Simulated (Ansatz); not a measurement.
## Energy, volume and coordination in In6O

These are results of Ansatz, DFT PBE, scalar-relativistic, plane waves, PAW, not measurements. All cells share a 420 eV cutoff and Γ-centred k meshes spaced at most about 0.3 Å⁻¹ (about 0.25 or finer for metals, 2π included). No spin polarisation.

All energies are static (0 K, no zero-point motion). Rows are sorted by volume; energies count from the lowest form computed. Coordination counts In atoms around O (those within 1.25 times the shortest such distance or 1.15 times the sum of covalent radii, 1.27 where that leaves under three; a plus sign parts nearer from farther groups; the shortest distance is added where it exceeds 1.18 times the sum of covalent radii).

```csv
row,form,source,atoms,coordination,V (Å³/atom),gap on mesh (eV),ΔE (meV/atom)
1,R-3,invented,7,O 6 from 2.5 Å,24.4,0,110
2,P-3m1,invented,7,O 6 from 2.5 Å,24.4,0,56
3,P-31m,invented,7,O 6 from 2.5 Å,24.5,0,87
4,P-31c,invented,14,O 6 from 2.5 Å,24.5,0,?
5,P4/mmm,invented,7,O 4+2,24.5,0,129
6,P3m1,invented,7,O 4,24.8,0,0
```

The cell of row 4:

```cif
data_structure
_symmetry_space_group_name_H-M 'P-31c'
_symmetry_Int_Tables_number 163
_cell_length_a 5.8817
_cell_length_b 5.8817
_cell_length_c 11.4625
_cell_angle_alpha 90.000
_cell_angle_beta 90.000
_cell_angle_gamma 120.000
_cell_volume 343.41
loop_
_atom_site_label
_atom_site_type_symbol
_atom_site_symmetry_multiplicity
_atom_site_Wyckoff_symbol
_atom_site_fract_x
_atom_site_fract_y
_atom_site_fract_z
_atom_site_occupancy
In1 In 12 i 0.66404 0.67398 0.62402 1
O1 O 2 c 0.66667 0.33333 0.75000 1
```

Problem. Estimate the missing energy, and say where the row ranks.

Solution. 114 meV/atom, which puts it level, within the accuracy, with row 1 and below row 5. Counting In atoms around O, row 4 has O 6 from 2.5 Å and the lowest form (row 6) has O 4.

An observed structure of this formula, if there is one, may be missing.

The k mesh leaves some 4 meV/atom of noise in the energy of each metallic cell. Cells relaxed within their symmetry can be saddle points. Some types were kept out of the candidates beforehand, so the set may lack a known form.
